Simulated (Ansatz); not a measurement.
Runs of Ansatz 0.2.0 on CuO (Tenorite). The structure is monoclinic, space group C2/c (No. 15). Conventional cell: a = 4.684 Å, b = 3.423 Å, c = 5.129 Å, α = 90.00°, β = 99.54°, γ = 90.00°. Cu (site symmetry -1) has 4 O at 1.95 to 1.96 Å as nearest neighbours. O (site symmetry 2) has 4 Cu at 1.95 to 1.96 Å as nearest neighbours. 

| level | U | hubbard projectors | double counting | gap on the mesh (eV) | pressure (GPa) | largest force (eV/Å) |
| --- | --- | --- | --- | --- | --- | --- |
| PBEsol+U | Cu d U = 6 eV | ortho-atomic (the default) | fll (the default) | none | 0.4 | (b) |
| PBEsol+U | Cu d U = 2 eV | ortho-atomic (the default) | fll (the default) | none | (a) | 0.31 |
| PBEsol | - | - | - | none | -2.7 | 0.36 |
| PBEsol+U | Cu d U = 5 eV | ortho-atomic (the default) | fll (the default) | none | -0.3 | 0.24 |
| PBEsol+U | Cu d U = 1 eV | ortho-atomic (the default) | fll (the default) | none | -2.3 | 0.34 |
| PBEsol+U | Cu d U = 8 eV | ortho-atomic (the default) | fll (the default) | none | 1.8 | 0.16 |
| PBEsol+U | Cu d U = 4 eV | ortho-atomic (the default) | fll (the default) | none | -0.8 | 0.26 |
| PBEsol+U | Cu d U = 3 eV | ortho-atomic (the default) | fll (the default) | none | -1.4 | 0.29 |

Alike in all rows: task band structure; potentials or basis Ansatz PAW; no spin polarisation; cell as given; k mesh 10 × 10 × 5; cutoff (eV) 420; smearing fermi-dirac 0.05 eV.

Problem. Estimate the missing entries.

Solution. (a) -1.9; (b) 0.21.

Caveats: the run has no spin polarisation, though such a crystal can be magnetic; the PAW data sets come from PBE, with cores solved anew for the run's functional, which leaves a small shift of forces and pressure; U without spin polarisation on a metal has little footing (some runs); semilocal functionals often make such compounds metallic where correlation or magnetic order opens a gap, which also shifts bond lengths (some runs).

A gap of «none» marks a metal or a gap under the smearing width.
